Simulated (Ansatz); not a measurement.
# TiO2: the cost of one run

Program: Ansatz 0.2.0. Level of theory: DFT PBE, scalar-relativistic, plane waves, PAW. These are calculated values, not measurements.

## Step 1: The structure to begin with

It takes space group C2/m (No. 12, monoclinic). The conventional cell has a = 12.307 Å, b = 3.767 Å, c = 6.616 Å, α = 90.00°, β = 106.95°, γ = 90.00°. Ti (site symmetry m) has 5 O at 1.78 to 2.03 Å as nearest neighbours. Around Ti (site symmetry m) lie 6 O at 1.86 to 2.16 Å. O (site symmetry m) is surrounded by 3 Ti at 1.86 to 2.16 Å. O (site symmetry m) is surrounded by 3 Ti at 1.94 to 2.03 Å. Around O (site symmetry m) lie 2 Ti at 1.78 to 1.87 Å. Around O (site symmetry m) lie 3 Ti at 1.96 to 2.16 Å.

Coordinates:

```cif
data_structure
_symmetry_space_group_name_H-M 'C2/m'
_symmetry_Int_Tables_number 12
_cell_length_a 12.3072
_cell_length_b 3.7669
_cell_length_c 6.6162
_cell_angle_alpha 90.000
_cell_angle_beta 106.945
_cell_angle_gamma 90.000
_cell_volume 293.41
loop_
_atom_site_label
_atom_site_type_symbol
_atom_site_symmetry_multiplicity
_atom_site_Wyckoff_symbol
_atom_site_fract_x
_atom_site_fract_y
_atom_site_fract_z
_atom_site_occupancy
Ti1 Ti 4 i 0.80471 0.00000 0.71624 1
Ti2 Ti 4 i 0.59993 0.50000 0.71040 1
O1 O 4 i 0.55835 0.50000 0.36998 1
O2 O 4 i 0.63807 0.00000 0.70660 1
O3 O 4 i 0.63281 0.50000 0.00471 1
O4 O 4 i 0.73651 0.00000 0.34750 1
```

The runs take a perfect supercell of 48 atoms; the defect goes to fractional position (0.667, 0.000, 0.083).

## Step 2: The perfect supercell

input.yaml

```yaml
crystal:
  lattice:
    - [0.0, -7.533873, 0.0]
    - [-4.225251, -1.883468, -6.328967]
    - [8.081903, -1.883468, -6.328967]
  atoms:
    - { symbol: Ti, position: [0.17906, 0.837166, 0.446595] }
    - { symbol: Ti, position: [0.67906, 0.837166, 0.446595] }
    - { symbol: Ti, position: [0.42906, 0.337166, 0.946595] }
    - { symbol: Ti, position: [0.92906, 0.337166, 0.946595] }
    - { symbol: Ti, position: [0.1776, 0.544871, 0.74473] }
    - { symbol: Ti, position: [0.4276, 0.044871, 0.24473] }
    - { symbol: Ti, position: [0.6776, 0.544871, 0.74473] }
    - { symbol: Ti, position: [0.9276, 0.044871, 0.24473] }
    - { symbol: Ti, position: [0.07094, 0.662834, 0.053405] }
    - { symbol: Ti, position: [0.570941, 0.662832, 0.053405] }
    - { symbol: Ti, position: [0.32094, 0.162834, 0.553405] }
    - { symbol: Ti, position: [0.82094, 0.162834, 0.553405] }
    - { symbol: Ti, position: [0.0724, 0.955129, 0.75527] }
    - { symbol: Ti, position: [0.3224, 0.455129, 0.25527] }
    - { symbol: Ti, position: [0.5724, 0.955129, 0.75527] }
    - { symbol: Ti, position: [0.8224, 0.455129, 0.25527] }
    - { symbol: O, position: [0.092495, 0.756657, 0.873363] }
    - { symbol: O, position: [0.342495, 0.256657, 0.373363] }
    - { symbol: O, position: [0.592495, 0.756657, 0.873363] }
    - { symbol: O, position: [0.842495, 0.256657, 0.373363] }
    - { symbol: O, position: [0.176651, 0.008628, 0.284768] }
    - { symbol: O, position: [0.676651, 0.008629, 0.284768] }
    - { symbol: O, position: [0.426651, 0.508629, 0.784768] }
    - { symbol: O, position: [0.926651, 0.508629, 0.784767] }
    - { symbol: O, position: [0.001177, 0.864835, 0.130457] }
    - { symbol: O, position: [0.501177, 0.864834, 0.130457] }
    - { symbol: O, position: [0.251177, 0.364834, 0.630457] }
    - { symbol: O, position: [0.751177, 0.364834, 0.630457] }
    - { symbol: O, position: [0.157505, 0.743343, 0.626637] }
    - { symbol: O, position: [0.407505, 0.243342, 0.126637] }
    - { symbol: O, position: [0.657505, 0.743342, 0.626637] }
    - { symbol: O, position: [0.907505, 0.243342, 0.126637] }
    - { symbol: O, position: [0.086875, 0.089738, 0.562762] }
    - { symbol: O, position: [0.336875, 0.589738, 0.062762] }
    - { symbol: O, position: [0.586875, 0.089738, 0.562762] }
    - { symbol: O, position: [0.836875, 0.589739, 0.062761] }
    - { symbol: O, position: [0.248823, 0.635165, 0.369543] }
    - { symbol: O, position: [0.748823, 0.635166, 0.369543] }
    - { symbol: O, position: [0.498823, 0.135165, 0.869543] }
    - { symbol: O, position: [0.998823, 0.135165, 0.869543] }
    - { symbol: O, position: [0.163125, 0.410261, 0.937239] }
    - { symbol: O, position: [0.413125, 0.910261, 0.437239] }
    - { symbol: O, position: [0.663125, 0.410261, 0.937239] }
    - { symbol: O, position: [0.913125, 0.910261, 0.437239] }
    - { symbol: O, position: [0.073349, 0.491372, 0.215232] }
    - { symbol: O, position: [0.573349, 0.491371, 0.215232] }
    - { symbol: O, position: [0.323349, 0.991371, 0.715232] }
    - { symbol: O, position: [0.823349, 0.991371, 0.715233] }
basis:
  ecutwfc: 420
  fft_grid_basis: typed
kpoints:
  mp_grid: { grid: [2, 2, 1] }
hamiltonian:
  xc: pbe
  pseudopotentials: { kind: paw }
scf:
  occupations: { method: gaussian, width: 0.05 }
output:
  forces: true
  stress: false
  eigenvalues: true
  bader: false
  write_density: true
  volumetric_format: npy
```

Launch:

```bash
> ansatz run input.yaml --threads 4 --pin off --max-ram 10240MiB --backend cpu --events-out ev --progress --plain --runs-dir out
```

Q: Estimate wall time and peak memory on 4 threads of Arm Neoverse N1, shared host.

About 25 s, with a peak of 2.6 GiB.
